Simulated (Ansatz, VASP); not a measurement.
Br in VASP and in Ansatz

```
CELL_PARAMETERS angstrom
0.00000 3.04234 3.04234
3.04234 0.00000 3.04234
3.04234 3.04234 0.00000
ATOMIC_POSITIONS crystal
Br 0.87500 0.87500 0.87500
Br 0.12500 0.12500 0.12500
```

Change from the starting cell: volume scaled by 0.7, PAW files.

Alike in both runs: task single point; functional PBEsol; k mesh 11 × 11 × 11; occupations fermi-dirac, width 0.1 eV; no spin polarisation.

|  | VASP | Ansatz |
| --- | --- | --- |
| version | VASP 6.6.1 | Ansatz 0.2.0 |
| potentials or method | VASP PAW PBE potentials, release 64 (Br) | PAW with Ansatz's default frozen-core files, scalar-relativistic |
| plane-wave cutoff (eV) | 520 | 420 |
| valence electrons in the cell | 14 | 14 |

VASP gave:

| Quantity | Value |
| --- | --- |
| pressure (GPa) | 15.0 |

Q: What did Ansatz give for the same quantities?

A: Pressure (GPa): 14.9.

The functional is the same, so the differences come from potentials, cutoffs and numerics.

Caveats: the PAW data sets were made with another functional, which shifts forces and pressure a little (VASP).
